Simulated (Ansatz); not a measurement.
input.yaml

```yaml
crystal:
  lattice:
    - [2.4588524194, 0.0, 0.0]
    - [-1.2294262097, 7.6836047988, 0.0]
    - [0.0, 0.0, 25.5712086701]
  atoms:
    - { symbol: C, position: [0.5255991072, 0.0511982145, 0.2932986116] }
    - { symbol: C, position: [0.2820039967, 0.5640079934, 0.3066433484] }
    - { symbol: C, position: [0.7948001419, 0.5896002838, 0.3333044156] }
    - { symbol: C, position: [0.5512050313, 0.1024100627, 0.3466491524] }
    - { symbol: C, position: [0.0640011765, 0.128002353, 0.3733102196] }
    - { symbol: C, position: [0.820406066, 0.640812132, 0.3866549564] }
    - { symbol: C, position: [0.3332022112, 0.6664044223, 0.4133160236] }
    - { symbol: C, position: [0.0896071006, 0.1792142013, 0.4266607604] }
    - { symbol: C, position: [0.6024032458, 0.2048064916, 0.4533218276] }
    - { symbol: C, position: [0.3588081353, 0.7176162705, 0.4666665644] }
    - { symbol: C, position: [0.8716042805, 0.7432085609, 0.4933276316] }
    - { symbol: C, position: [0.6280091699, 0.2560183398, 0.5066723684] }
    - { symbol: C, position: [0.1408053151, 0.2816106302, 0.5333334356] }
    - { symbol: C, position: [0.8972102046, 0.7944204091, 0.5466781724] }
    - { symbol: C, position: [0.4100063497, 0.8200126995, 0.5733392396] }
    - { symbol: C, position: [0.1664112392, 0.3328224784, 0.5866839764] }
    - { symbol: C, position: [0.6792073844, 0.3584147688, 0.6133450436] }
    - { symbol: C, position: [0.4356122738, 0.8712245477, 0.6266897804] }
    - { symbol: C, position: [0.948408419, 0.8968168381, 0.6533508476] }
    - { symbol: C, position: [0.7048133085, 0.409626617, 0.6666955844] }
    - { symbol: C, position: [0.2176094537, 0.4352189073, 0.6933566516] }
    - { symbol: C, position: [0.9740143431, 0.9480286863, 0.7067013884] }
basis:
  ecutwfc: 420
kpoints:
  mp_grid: { grid: [11, 4, 1] }
hamiltonian:
  xc: pbesol
scf:
  occupations: { method: gaussian, width: 0.05 }
output:
  forces: true
  stress: true
  eigenvalues: true
  write_density: true
  write_potential: true
  elf: true
  volumetric_format: npy
efield:
  axis: 3
  dipole_correction: true
  ramp_width: 0.04
```

Launched with
```bash
ansatz run input.yaml --threads 2 --pin off --max-ram 5120MiB --backend cpu --events-out ev --progress --plain --runs-dir out
```

Level of theory: Ansatz, DFT PBEsol, scalar-relativistic, plane waves, PAW.

Part of what the program printed, abridged (final results; tables in files aren't shown):

```
SCF 1 converged in 16 iterations: F = -5410.354905 eV  dr2 = 2.33e-8
WARN: The output density's exchange-correlation potential varies sharply where the density is thin. Do not read a vacuum level from v_tot or v_xc, or from such a field of the output density. On a cell that repeats whose density bears no net charge and no dipole along the vacuum's axis use v_es (v_loc + v_h of the components); under efield.dipole_correction with no amplitude use v_es + v_field, which holds any external_charges[].barrier, or the levels of the report's work_function block, which leave it out; under a non-zero efield.amplitude the vacuum is tilted and has no level; on a cell that repeats and bears such a dipole with no correction it is tilted too, and efield.dipole_correction wi ...
SCF converged after 16 iterations
Free energy (F): -5410.354905 eV
Harris-Foulkes:  -5410.354905 eV  (|F-HF|=4.33e-8)
Internal energy: -5410.340383 eV  (E = F + TS)
E sigma→0 (E₀):  -5410.347644 eV
Entropy (-TS):   -0.014522 eV (-0.660 meV/atom)
Fermi energy:    -1.427741 eV
Dipole field:    D = 0.000041 V/Å  (p = 0.000109 e·Å, saw-weighted, corrected)
Work function:   Φ+ = 7.1125 eV   Φ− = 7.1136 eV
Levels:          The Fermi level and band energies are counted from a zero that moves with the ramp; work functions are not
--- Per-component energies (eV) ---
  E_band       = -870.043242
  E_kinetic    = 1955.573364
  E_local      = -52960.930104  (includes V_loc(G=0)·N_el)
  E_nonlocal   = 605.771139
  E_hartree    = 25479.302409
  E_xc         = -1033.069792
  E_vxc        = -1282.564088  (∫ρ·V_xc dr)
  E_paw        = -2095.599808  (= ΣΔE_a)
  E_vpaw       = -146.506065  (= ΣTr[D̂ρ^β])
  E_aug_tail   = 0.000166  (compensation charges beyond the density's cutoff)
  E_efield     = 0.000000  (sawtooth field / dipole correction)
  E_vefield    = 0.000000  (∫n·V_field dr)
  E_ewald      = 22638.148031
  E_core_change = 0.464211  (= ΣΔE_core)
  E_smearing   = -0.014522  (= −TS)
--- Forces (eV/Å), atoms counted from 1 ---
  atom   1  C     -0.00000643     0.41371713     1.33584621
  atom   2  C      0.00007444     0.39402427     1.78591181
  atom   3  C     -0.00008964    -0.65458589    -2.55711542
  atom   4  C      0.00002347    -0.47318823    -1.69248050
  atom   5  C     -0.00002490     0.16152821     0.62630686
  atom   6  C      0.00001645     0.25237768     0.77676392
  atom   7  C     -0.00000345    -0.02986350    -0.07538682
  atom   8  C      0.00000833    -0.11119917    -0.36758378
  atom   9  C     -0.00000848     0.05468657     0.18342792
  atom  10  C      0.00000242    -0.00759388     0.01358790
  atom  11  C     -0.00000852     0.04342314     0.12722484
  atom  12  C      0.00000860    -0.04342099    -0.12721368
  atom  13  C     -0.00000252     0.00758797    -0.01359715
  atom  14  C      0.00000857    -0.05468773    -0.18343761
  atom  15  C     -0.00000853     0.11120442     0.36759430
  atom  16  C      0.00000303     0.02986357     0.07541292
  atom  17  C     -0.00001616    -0.25236337    -0.77669158
  atom  18  C      0.00002436    -0.16153128    -0.62631827
  atom  19  C     -0.00002304     0.47319783     1.69250944
  atom  20  C      0.00008680     0.65455664     2.55703387
  atom  21  C     -0.00007230    -0.39403847    -1.78596457
  atom  22  C      0.00000635    -0.41371870    -1.33586427
--- Stress (GPa, compression-positive) ---
       -1.280352       0.000216      -0.000078
        0.000216      -0.358440      -0.355141
       -0.000078      -0.355140      -1.347139
  P = ⅓ Tr σ = -0.9953 GPa (-9.953 kbar)
--- Band table (eV; the first three rows and the last of 23) ---
  k-point 0: bands = ["-20.8687", "-20.7352", "-20.1956", "-20.0810", "-19.2041", "-19.1146", "-17.9079", "-17.8458", "-16.3923", "-16.3589", "-14.2461", "-14.2344", "-12.2439", "-12.2438", "-10.0071", "-10.0017", "-9.4728", "-8.6566", "-8.3249", "-7.7335", "-7.7268", "-7.6935", "-7.6931", "-7.6503", "-7.4764", "-7.0584", "-7.0570", "-6.6777", "-6.1899", "-6.1875", "-6.0359", "-5.6741", "-5.6684", "-5.4629", "-5.2485", "-5.2449", "-4.6003", "-4.5918", "-4.5595", "-4.2958", "-3.7220", "-3.7101", "-1.5256", "-1.4809", "-1.3265", "-1.3178", "1.4531", "1.4655", "2.3221", "3.1147", "3.1153", "3.3189", "3.6521", "3.6717", "4.6278", "5.3699", "5.3971", "5.7881", "5.8270", "6.0744", "6.0776", "6.330 ...
  k-point 1: bands = ["-20.8498", "-20.7555", "-20.1793", "-20.0981", "-19.1915", "-19.1274", "-17.8997", "-17.8538", "-16.3940", "-16.3564", "-14.2492", "-14.2310", "-12.2448", "-12.2426", "-10.0063", "-10.0025", "-9.3341", "-8.5499", "-8.5121", "-7.8243", "-7.7290", "-7.7226", "-7.7004", "-7.6864", "-7.3727", "-7.0636", "-7.0517", "-6.7976", "-6.1931", "-6.1840", "-5.9628", "-5.6775", "-5.6650", "-5.5266", "-5.2497", "-5.2435", "-4.5991", "-4.5927", "-4.5924", "-4.2110", "-3.7136", "-3.7074", "-1.5659", "-1.5223", "-1.2837", "-1.2653", "1.2632", "1.6874", "2.7390", "3.1147", "3.1152", "3.5275", "3.7095", "3.8199", "4.9549", "5.4508", "5.5381", "5.5870", "5.7181", "6.0086", "6.0318", "6.123 ...
  k-point 2: bands = ["-20.8048", "-20.8019", "-20.1434", "-20.1349", "-19.1665", "-19.1526", "-17.8860", "-17.8671", "-16.3956", "-16.3541", "-14.2513", "-14.2286", "-12.2451", "-12.2420", "-10.0043", "-10.0043", "-8.9750", "-8.9584", "-8.2198", "-8.1691", "-7.7288", "-7.7268", "-7.7033", "-7.6836", "-7.1375", "-7.0661", "-7.0493", "-7.0489", "-6.1951", "-6.1823", "-5.8293", "-5.7033", "-5.6587", "-5.6339", "-5.2505", "-5.2427", "-4.6020", "-4.5971", "-4.5945", "-4.1484", "-3.7063", "-3.7036", "-1.5932", "-1.5526", "-1.2535", "-1.2245", "1.1906", "1.7926", "3.1148", "3.1151", "3.5061", "3.8041", "3.9053", "3.9478", "4.7890", "4.7927", "5.6223", "5.6975", "5.8001", "5.8569", "5.9952", "6.066 ...
  k-point 22: bands = ["-17.2740", "-17.1740", "-16.6473", "-16.5640", "-15.8302", "-15.8050", "-15.7543", "-15.7274", "-15.1048", "-15.0990", "-14.3247", "-14.2846", "-13.9528", "-13.9450", "-13.1203", "-13.0970", "-12.8296", "-12.8190", "-11.7221", "-11.7027", "-10.9323", "-10.9279", "-9.7748", "-9.7719", "-9.1702", "-9.1510", "-8.4538", "-8.4525", "-8.1799", "-8.1727", "-5.2500", "-4.6346", "-4.4096", "-4.0352", "-3.9067", "-3.6797", "-3.4849", "-3.4470", "-3.0062", "-3.0060", "-2.8432", "-2.8174", "-2.1423", "-2.1411", "-1.7165", "-1.7156", "-0.7167", "-0.6805", "0.3357", "0.3839", "0.5141", "0.5162", "1.2007", "1.2140", "1.8664", "2.0408", "2.6545", "2.7844", "6.7010", "6.7260", "6.8621 ...
```

Self-consistency was reached.

It took 38 s on 2 threads of Intel(R) Xeon(R) 6975P-C (Granite Rapids), with other jobs on the host, peak memory 1 GiB.